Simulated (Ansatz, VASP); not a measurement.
# Ir: VASP beside Ansatz

```xyz
1
Lattice="0.0000 1.9197 1.9005 1.9197 0.0000 1.9005 1.9197 1.9197 0.0000" Properties=species:S:1:pos:R:3 pbc="T T T"
Ir    0.0000    0.0000    0.0000
```

Change from the starting cell: zz strain of -1 %.

Alike in both runs: task single point; functional PBE; k mesh 15 × 15 × 15; occupations fermi-dirac, width 0.05 eV; no spin polarisation.

|  | VASP | Ansatz |
| --- | --- | --- |
| version | VASP 6.6.1 | Ansatz 0.2.0 |
| potentials or method | VASP PAW PBE potentials, release 64 (Ir), cutoff 520 eV | all-electron LAPW, scalar-relativistic |

Ansatz gave:

| Item | Value |
| --- | --- |
| pressure (GPa) | 12.9 |
| largest component of the traceless stress (GPa) | 2.70 |

Problem. What did VASP give for the same quantities?

Solution. Pressure (GPa): 13.7; largest component of the traceless stress (GPa): 2.69.

Ansatz ran all-electron here, so the differences hold the error of VASP's frozen core and of both bases.

The runs have no spin-orbit coupling, so splittings on Ir are missing.
